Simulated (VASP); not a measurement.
# GaN (P6_3mc) in VASP: further runs

The runs below take GaN through dielectric tensor, band structure, with PBE, LDA, r2SCAN, HSE06.

All numbers are computed with VASP 6.6.1; they aren't measurements. Logs are shortened: lines on timing, memory, paths and dates and some standing lists are left out, and cuts for length are marked.

**What was measured.**

From “Studying electronic properties in GaN without electrical contacts using γ-γ vs e−-γ Perturbed Angular Correlations”, 2019, pmc:6823545, for a bulk crystal of GaN: band gap 3.503 ± 0.005 eV (direct).

The results are compared with them further down.

### 1 The crystal as given

Symmetry: P6_3mc, No. 186, hexagonal system. Conventional cell: a = 3.217 Å, b = 3.217 Å, c = 5.242 Å, α = 90.00°, β = 90.00°, γ = 120.00°. Around Ga (site symmetry 3m) lie 4 N at 1.97 Å. Around N (site symmetry 3m) lie 4 Ga at 1.97 Å.

The cell is a database's computed one.

### 2 Dielectric tensor, PBE

INCAR

```
SYSTEM = GaN
ALGO = Fast
EDIFF = 1E-8
ENCUT = 450
GGA = PE
IBRION = 8
ISIF = 2
ISMEAR = 0
KPAR = 4
LASPH = .TRUE.
LCHARG = .FALSE.
LEPSILON = .TRUE.
LREAL = .FALSE.
LWAVE = .FALSE.
NELM = 120
PREC = Accurate
SIGMA = 0.02
```

KPOINTS

```
k-points
0
G
  12 12 7
  0 0 0
```

POSCAR

```
GaN                                     
1.0
    3.2174475316      0.0000000000      0.0000000000
   -1.6087237658      2.7863912594      0.0000000000
    0.0000000000      0.0000000000      5.2418222970
  Ga              N             
     2     2
Direct
     0.6666666699999979    0.3333333300000021    0.4991207863528384
     0.3333333300000021    0.6666666699999979    0.9991207863528385
     0.6666666699999979    0.3333333300000021    0.8758792136471615
     0.3333333300000021    0.6666666699999979    0.3758792136471616
```

Potentials or basis: VASP PAW PBE potentials, release 64 (Ga_d, N).

Launch:

```
cat potpaw_PBE.64/Ga_d/POTCAR potpaw_PBE.64/N/POTCAR > POTCAR
mpirun -np 4 vasp_std > vasp.out
```

OUTCAR:

```text
SYSTEM = GaN
   EDIFF = 1E-8
   ENCUT = 450
   GGA = PE
   IBRION = 8
   ISIF = 2
   ISMEAR = 0
   LASPH = .TRUE.
   LEPSILON = .TRUE.
   LREAL = .FALSE.
   NELM = 120
   PREC = Accurate

 ion  position               nearest neighbor table
   1  0.667  0.333  0.499-   4 1.97   4 1.97   4 1.97   3 1.97
   2  0.333  0.667  0.999-   3 1.97   3 1.97   3 1.97   4 1.97
   3  0.667  0.333  0.876-   2 1.97   2 1.97   2 1.97   1 1.97
   4  0.333  0.667  0.376-   1 1.97   1 1.97   1 1.97   2 1.97

  LATTYP: Found a hexagonal cell.
 ALAT       =     3.2174475316
 C/A-ratio  =     1.6291865665

  Lattice vectors:

 A1 = (   3.2174475316,   0.0000000000,   0.0000000000)
 A2 = (  -1.6087237658,   2.7863912594,   0.0000000000)
 A3 = (   0.0000000000,   0.0000000000,   5.2418222970)

Analysis of symmetry for initial positions (statically):
=====================================================================
 Subroutine PRICEL returns:
 Original cell was already a primitive cell.

 Routine SETGRP: Setting up the symmetry group for a
 hexagonal supercell.

 Subroutine GETGRP returns: Found 12 space group operations
 (whereof  6 operations were pure point group operations)
 out of a pool of 24 trial point group operations.

The static configuration has the point symmetry C_3v.
 The point group associated with its full space group is C_6v.

Analysis of symmetry for dynamics (positions and initial velocities):
=====================================================================
 Subroutine PRICEL returns:
 Original cell was already a primitive cell.

 Routine SETGRP: Setting up the symmetry group for a
 hexagonal supercell.

 Subroutine GETGRP returns: Found 12 space group operations
 (whereof  6 operations were pure point group operations)
 out of a pool of 24 trial point group operations.

The dynamic configuration has the point symmetry C_3v.
 The point group associated with its full space group is C_6v.

 Subroutine INISYM returns: Found 12 space group operations
 (whereof  6 operations are pure point group operations),
 and found     1 'primitive' translations

----------------------------------------------------------------------------------------

                                     Primitive cell

  volume of cell :      46.9933

  direct lattice vectors                    reciprocal lattice vectors
     3.217447532  0.000000000  0.000000000     0.310805379  0.179443572  0.000000000
    -1.608723766  2.786391259  0.000000000     0.000000000  0.358887144  0.000000000
     0.000000000  0.000000000  5.241822297     0.000000000  0.000000000  0.190773350

  length of vectors
     3.217447532  3.217447498  5.241822297     0.358887140  0.358887144  0.190773350

  position of ions in fractional coordinates (direct lattice)
     0.666666670  0.333333330  0.499120786
     0.333333330  0.666666670  0.999120786
     0.666666670  0.333333330  0.875879214
     0.333333330  0.666666670  0.375879214

  ion indices of the primitive-cell ions
   primitive index   ion index
                 1           1
                 2           2
                 3           3
                 4           4

----------------------------------------------------------------------------------------

 KPOINTS: k-points

Automatic generation of k-mesh.
 Grid dimensions read from file:
 generate k-points for:   12   12    7

 Generating k-lattice:

  Cartesian coordinates                     Fractional coordinates (reciprocal lattice)
     0.025900448  0.014953631  0.000000000     0.083333333  0.000000000  0.000000000
     0.000000000  0.029907262  0.000000000     0.000000000  0.083333333  0.000000000
     0.000000000  0.000000000  0.027253336     0.000000000  0.000000000  0.142857143

  Length of vectors
     0.029907262  0.029907262  0.027253336
[... 753 lines left out ...]

------------------------ aborting loop because EDIFF is reached ----------------------------------------

--------------------------------------- Ionic step        2  -------------------------------------------

------------------------ aborting loop because EDIFF is reached ----------------------------------------

--------------------------------------- Ionic step        3  -------------------------------------------

------------------------ aborting loop because EDIFF is reached ----------------------------------------

 PIEZOELECTRIC TENSOR FIELD DIRECTION 3  (e Angst)
 -----------------------------------------------------------------------------
     1.51006  0.00000  0.00000           (  0.11398  0.00000  0.00000)
     0.00000  1.51006  0.00000           (  0.00000  0.11398  0.00000)
     0.00000 -0.00000 -3.05843           (  0.00000  0.00000 -0.23347)

 PIEZOELECTRIC TENSOR FIELD DIRECTION 3  (C/m^2)
 -----------------------------------------------------------------------------
     0.51483  0.00000  0.00000
     0.00000  0.51483  0.00000
     0.00000 -0.00000 -1.04273

[... ionic steps 4 to 9 ...]

--------------------------------------- Ionic step       10  -------------------------------------------

------------------------ aborting loop because EDIFF is reached ----------------------------------------

[... ionic steps 11 to 11 ...]

--------------------------------------- Ionic step       12  -------------------------------------------

 Free energy of the ion-electron system (eV)
  ---------------------------------------------------
  ---------------------------------------------------
  free energy    TOTEN  =        -0.24709050 eV

  energy without entropy =       -0.24709050

------------------------ aborting loop because EDIFF is reached ----------------------------------------

 INTERNAL STRAIN TENSOR  FOR ION    3  DIRECTION 3   (eV/Angst):
 -----------------------------------------------------------------------------
     4.48865 -0.00000  0.00000
     0.00000  4.48865 -0.00000
     0.00000 -0.00000 -8.43123

 MACROSCOPIC STATIC DIELECTRIC TENSOR (including local field effects in DFT)
 ------------------------------------------------------
           5.915344     0.000000     0.000000
           0.000000     5.915344     0.000000
          -0.000000     0.000000     6.106739
 ------------------------------------------------------

 PIEZOELECTRIC TENSOR (including local field effects)  for field in x, y, z        (e  Angst)
          XX          YY          ZZ          XY          YZ          ZX
  --------------------------------------------------------------------------------
  x     0.00000     0.00000     0.00000     0.00000     0.00000     1.63009
  y    -0.00000     0.00000     0.00000     0.00000     1.63009     0.00000
  z     1.51006     1.51006    -3.05843     0.00000     0.00000     0.00000

 PIEZOELECTRIC TENSOR (including local field effects)  for field in x, y, z        (C/m^2)
          XX          YY          ZZ          XY          YZ          ZX
  --------------------------------------------------------------------------------
  x     0.00000     0.00000     0.00000     0.00000     0.00000     0.55576
  y    -0.00000     0.00000     0.00000     0.00000     0.55576     0.00000
  z     0.51483     0.51483    -1.04273     0.00000     0.00000     0.00000

 BORN EFFECTIVE CHARGES (including local field effects) (in |e|, cummulative output)
 ---------------------------------------------------------------------------------
 ion    1
    1     2.63012     0.00000     0.00000
    2     0.00000     2.63012     0.00000
    3    -0.00000     0.00000     2.77223
 ion    2
    1     2.63012     0.00000     0.00000
    2     0.00000     2.63012    -0.00000
    3     0.00000    -0.00000     2.77223
 ion    3
    1    -2.63012     0.00000     0.00000
    2     0.00000    -2.63012    -0.00000
    3     0.00000    -0.00000    -2.77223
 ion    4
    1    -2.63012     0.00000     0.00000
    2     0.00000    -2.63012     0.00000
    3     0.00000     0.00000    -2.77223

 INTERNAL STRAIN TENSOR FOR ION    4 for displacements in x,y,z  (eV/Angst):
          X           Y           Z          XY          YZ          ZX
  --------------------------------------------------------------------------------
  x    -0.00000    -0.00000     0.00000    -8.28016     0.00000     4.43204
  y    -8.28016     8.28016     0.00000     0.00000     4.82924     0.00000
  z     4.48865     4.48865    -8.43123     0.00000    -0.00000     0.00000

 SECOND DERIVATIVES (NOT SYMMETRIZED)
 ------------------------------------
               1X          1Y          1Z          2X          2Y          2Z          3X          3Y          3Z          4X          4Y          4Z
  1X   -11.971014    0.000000    0.000000    0.345622   -0.000000    0.000000    1.025685   -0.000000    0.000000   10.599707    0.000000    0.000000
  1Y     0.000000  -11.971013    0.000000   -0.000000    0.345622    0.000000   -0.000000    1.025685    0.000000    0.000000   10.599707    0.000000
  1Z     0.000000    0.000000  -18.551028    0.000000    0.000000    7.883819    0.000000    0.000000    6.051203    0.000000    0.000000    4.616006
  2X     0.345622   -0.000000   -0.000000  -11.971014    0.000000    0.000000   10.599707    0.000000    0.000000    1.025685    0.000000    0.000000
  2Y    -0.000000    0.345622    0.000000   -0.000000  -11.971013    0.000000   -0.000000   10.599707   -0.000000   -0.000000    1.025685    0.000000
  2Z     0.000000    0.000000    7.883819    0.000000    0.000000  -18.551028    0.000000    0.000000    4.616006    0.000000   -0.000000    6.051203
  3X     1.059406    0.000000   -0.000000   10.627837    0.000000    0.000000  -12.319323   -0.000000   -0.000000    0.632080    0.000000   -0.000000
  3Y    -0.000000    1.059406    0.000000   -0.000000   10.627837    0.000000   -0.000000  -12.319323    0.000000    0.000000    0.632080    0.000000
  3Z     0.000000    0.000000    6.045879    0.000000   -0.000000    4.609694    0.000000    0.000000  -16.387811    0.000000    0.000000    5.732238
  4X    10.627837   -0.000000    0.000000    1.059406    0.000000    0.000000    0.632080   -0.000000    0.000000  -12.319323    0.000000   -0.000000
  4Y    -0.000000   10.627837    0.000000   -0.000000    1.059406    0.000000    0.000000    0.632080    0.000000    0.000000  -12.319323    0.000000
  4Z    -0.000000    0.000000    4.609694    0.000000    0.000000    6.045879    0.000000    0.000000    5.732238   -0.000000    0.000000  -16.387811

 Eigenvectors and eigenvalues of the dynamical matrix
 ----------------------------------------------------

   1 f  =   19.660993 THz   123.533660 2PiTHz  655.820120 cm-1    81.311295 meV
             X         Y         Z           dx          dy          dz
      1.608724  0.928797  2.616302    -0.000000    0.000000    0.027001
     -0.000000  1.857594  5.237214    -0.000000    0.000000   -0.027001
      1.608724  0.928797  4.591203    -0.000000    0.000000   -0.706591
     -0.000000  1.857594  1.970292     0.000000   -0.000000    0.706591
[... 71 lines left out ...]
  12 f/i=    0.015462 THz     0.097153 2PiTHz    0.515770 cm-1     0.063947 meV
             X         Y         Z           dx          dy          dz
      1.608724  0.928797  2.616302     0.645564    0.001126   -0.000000
     -0.000000  1.857594  5.237214     0.645564    0.001126   -0.000000
      1.608724  0.928797  4.591203     0.288523    0.000503   -0.000000
     -0.000000  1.857594  1.970292     0.288523    0.000503   -0.000000

--------------------------------------------------------------------------------------------------------

 MACROSCOPIC STATIC DIELECTRIC TENSOR IONIC CONTRIBUTION
 ------------------------------------------------------
           4.570346     0.000000     0.000000
           0.000000     4.570346     0.000000
           0.000000     0.000000     5.551414
 ------------------------------------------------------

 ELASTIC MODULI CONTR FROM IONIC RELAXATION (kBar)
 Direction    XX          YY          ZZ          XY          YZ          ZX
 --------------------------------------------------------------------------------
 XX        -490.7250    233.7084    241.7025     -0.0000      0.0000      0.0000
 YY         233.7084   -490.7250    241.7025      0.0000     -0.0000     -0.0000
 ZZ         241.7025    241.7025   -454.6017     -0.0000     -0.0000      0.0000
 XY          -0.0000      0.0000     -0.0000   -362.2167     -0.0000     -0.0000
 YZ           0.0000     -0.0000     -0.0000     -0.0000   -113.4664     -0.0000
 ZX           0.0000     -0.0000      0.0000     -0.0000     -0.0000   -120.2787
 --------------------------------------------------------------------------------

 PIEZOELECTRIC TENSOR IONIC CONTR  for field in x, y, z        (C/m^2)
          XX          YY          ZZ          XY          YZ          ZX
  --------------------------------------------------------------------------------
  x     0.00000    -0.00000     0.00000    -0.00000    -0.00000    -0.69766
  y     0.00000    -0.00000     0.00000     0.00000    -0.67761    -0.00000
  z    -0.79477    -0.79477     1.49482     0.00000     0.00000    -0.00000
```

Run time: 23 min. Hardware: 4 MPI ranks of Intel Xeon Platinum 8488C (Sapphire Rapids), shared host; peak memory 0.92 GiB.

Results:

| Item | Value |
| --- | --- |
| Band gap on the k mesh | 1.72 eV, direct |
| Electronic dielectric tensor (diagonal) | 5.92, 5.92, 6.11 |
| Born charges (mean of the diagonal) | Ga +2.68; N -2.68 e |
| Highest phonon frequency at Γ, LO-TO splitting left out | 656 cm⁻¹ |

Levels at points of the mesh, in eV from the valence-band top:
| k point | band 14 | band 15 | band 16 | band 17 | band 18 | band 19 | band 20 | band 21 | band 22 |
| --- | --- | --- | --- | --- | --- | --- | --- | --- | --- |
| (0.00, 0.00, 0.00) | -0.99 | -0.99 | -0.04 | 0.00 | 0.00 | 1.72 | 4.07 | 9.03 | 9.74 |
| (0.50, 0.00, 0.00) | -5.19 | -4.07 | -2.64 | -2.12 | -0.96 | 4.99 | 5.38 | 5.98 | 8.36 |

Phonon frequencies in cm⁻¹ (negative: imaginary):
| q point | frequencies |
| --- | --- |
| (0.000, 0.000, 0.000) | -1 -1 0 135 135 320 499 522 522 530 530 656 |

Electronic dielectric tensor:
```
5.92 0.00 0.00
0.00 5.92 0.00
0.00 0.00 6.11
```

Born effective charge tensors (e):
atom 1, Ga
```
2.63 0.00 0.00
0.00 2.63 0.00
0.00 0.00 2.77
```
atom 2, Ga
```
2.63 0.00 0.00
0.00 2.63 0.00
0.00 0.00 2.77
```
atom 3, N
```
-2.63  0.00  0.00
 0.00 -2.63  0.00
 0.00  0.00 -2.77
```
atom 4, N
```
-2.63  0.00  0.00
 0.00 -2.63  0.00
 0.00  0.00 -2.77
```

### 3 Band structure, LDA

INCAR

```
ALGO = Fast
EDIFF = 1E-6
ENCUT = 450
GGA = CA
ISIF = 2
ISMEAR = 0
KPAR = 4
LASPH = T
LCHARG = F
LREAL = F
LWAVE = F
NELM = 120
PREC = Accurate
SIGMA = 0.02
```

KPOINTS

```
k-points
0
Gamma
  12 12 8
```

POSCAR is that of step 2.

KPOINTS_OPT

```
path GMKGALHA,LM,KH
15
line-mode
reciprocal
 0.0000000000  0.0000000000  0.0000000000  G
 0.5000000000  0.0000000000  0.0000000000  M

 0.5000000000  0.0000000000  0.0000000000  M
 0.3333333333  0.3333333333  0.0000000000  K

 0.3333333333  0.3333333333  0.0000000000  K
 0.0000000000  0.0000000000  0.0000000000  G

 0.0000000000  0.0000000000  0.0000000000  G
 0.0000000000  0.0000000000  0.5000000000  A

 0.0000000000  0.0000000000  0.5000000000  A
 0.5000000000  0.0000000000  0.5000000000  L

 0.5000000000  0.0000000000  0.5000000000  L
 0.3333333333  0.3333333333  0.5000000000  H

 0.3333333333  0.3333333333  0.5000000000  H
 0.0000000000  0.0000000000  0.5000000000  A

 0.5000000000  0.0000000000  0.5000000000  L
 0.5000000000  0.0000000000  0.0000000000  M

 0.3333333333  0.3333333333  0.0000000000  K
 0.3333333333  0.3333333333  0.5000000000  H
```

Potentials or basis: VASP PAW LDA potentials, release 64 (Ga_d, N).

Launch:

```
cat potpaw_LDA.64/Ga_d/POTCAR potpaw_LDA.64/N/POTCAR > POTCAR
mpirun -np 4 vasp_std > vasp.out
```

It took 25 s on 4 MPI ranks of Intel Xeon Platinum 8488C (Sapphire Rapids), shared host; peak memory 0.22 GiB.

It converged, with:

```
Free energy             : -27.8314 eV
Largest force           : 0.003 eV/Å
Band gap on the k mesh  : 1.74 eV, direct
Band gap along the path : 1.74 eV, direct
```

Forces on the atoms (eV/Å):
```
Ga   0.000  0.000  0.003
Ga   0.000  0.000  0.003
N    0.000  0.000 -0.003
N    0.000  0.000 -0.003
```

Levels at the corners of the path, in eV from the valence-band top:
| point | band 16 | band 17 | band 18 | band 19 | band 20 | band 21 |
| --- | --- | --- | --- | --- | --- | --- |
| Γ | -0.04 | 0.00 | 0.00 | 1.74 | 3.98 | 8.88 |
| M | -2.67 | -2.15 | -0.97 | 4.83 | 5.30 | 5.84 |
| M | -2.67 | -2.15 | -0.97 | 4.83 | 5.30 | 5.84 |
| K | -2.91 | -2.91 | -2.66 | 5.01 | 7.43 | 7.43 |
| K | -2.91 | -2.91 | -2.66 | 5.01 | 7.43 | 7.43 |
| Γ | -0.04 | 0.00 | 0.00 | 1.74 | 3.98 | 8.88 |
| Γ | -0.04 | 0.00 | 0.00 | 1.74 | 3.98 | 8.88 |
| A | -0.52 | -0.52 | -0.52 | 4.01 | 4.01 | 8.15 |
| A | -0.52 | -0.52 | -0.52 | 4.01 | 4.01 | 8.15 |
| L | -1.89 | -1.85 | -1.85 | 4.20 | 4.20 | 7.43 |
| L | -1.89 | -1.85 | -1.85 | 4.20 | 4.20 | 7.43 |
| H | -4.10 | -1.44 | -1.44 | 6.12 | 6.12 | 7.11 |
| H | -4.10 | -1.44 | -1.44 | 6.12 | 6.12 | 7.11 |
| A | -0.52 | -0.52 | -0.52 | 4.01 | 4.01 | 8.15 |
| L | -1.89 | -1.85 | -1.85 | 4.20 | 4.20 | 7.43 |
| M | -2.67 | -2.15 | -0.97 | 4.83 | 5.30 | 5.84 |
| K | -2.91 | -2.91 | -2.66 | 5.01 | 7.43 | 7.43 |
| H | -4.10 | -1.44 | -1.44 | 6.12 | 6.12 | 7.11 |

### 4 Band structure, PBE

Edit INCAR of step 3 so:

```diff
@@ -3,3 +3,3 @@
 ENCUT = 450
-GGA = CA
+GGA = PE
 ISIF = 2
```

KPOINTS is that of step 3.

POSCAR is that of step 3.

KPOINTS_OPT is that of step 3.

Potentials or basis: VASP PAW PBE potentials, release 64 (Ga_d, N).

Launch:

```
cat potpaw_PBE.64/Ga_d/POTCAR potpaw_PBE.64/N/POTCAR > POTCAR
mpirun -np 4 vasp_std > vasp.out
```

It took 27 s on 4 MPI ranks of Intel Xeon Platinum 8488C (Sapphire Rapids), shared host; peak memory 0.23 GiB.

The run converged. Its results:

```
Free energy             : -24.3335 eV
Band gap on the k mesh  : 1.72 eV, direct
Band gap along the path : 1.72 eV, direct
```

Forces on the atoms (eV/Å):
```
Ga   0.000  0.000  0.003
Ga   0.000  0.000  0.003
N    0.000  0.000 -0.003
N    0.000  0.000 -0.003
```

Levels at the corners of the path, in eV from the valence-band top:
| point | band 16 | band 17 | band 18 | band 19 | band 20 | band 21 |
| --- | --- | --- | --- | --- | --- | --- |
| Γ | -0.04 | 0.00 | 0.00 | 1.72 | 4.07 | 9.03 |
| M | -2.64 | -2.12 | -0.96 | 4.99 | 5.38 | 5.98 |
| M | -2.64 | -2.12 | -0.96 | 4.99 | 5.38 | 5.98 |
| K | -2.87 | -2.87 | -2.63 | 5.18 | 7.54 | 7.54 |
| K | -2.87 | -2.87 | -2.63 | 5.18 | 7.54 | 7.54 |
| Γ | -0.04 | 0.00 | 0.00 | 1.72 | 4.07 | 9.03 |
| Γ | -0.04 | 0.00 | 0.00 | 1.72 | 4.07 | 9.03 |
| A | -0.51 | -0.51 | -0.51 | 4.07 | 4.07 | 8.32 |
| A | -0.51 | -0.51 | -0.51 | 4.07 | 4.07 | 8.32 |
| L | -1.87 | -1.83 | -1.83 | 4.31 | 4.31 | 7.58 |
| L | -1.87 | -1.83 | -1.83 | 4.31 | 4.31 | 7.58 |
| H | -4.04 | -1.42 | -1.42 | 6.23 | 6.23 | 7.26 |
| H | -4.04 | -1.42 | -1.42 | 6.23 | 6.23 | 7.26 |
| A | -0.51 | -0.51 | -0.51 | 4.07 | 4.07 | 8.32 |
| L | -1.87 | -1.83 | -1.83 | 4.31 | 4.31 | 7.58 |
| M | -2.64 | -2.12 | -0.96 | 4.99 | 5.38 | 5.98 |
| K | -2.87 | -2.87 | -2.63 | 5.18 | 7.54 | 7.54 |
| H | -4.04 | -1.42 | -1.42 | 6.23 | 6.23 | 7.26 |

[end of part 1 of 2]
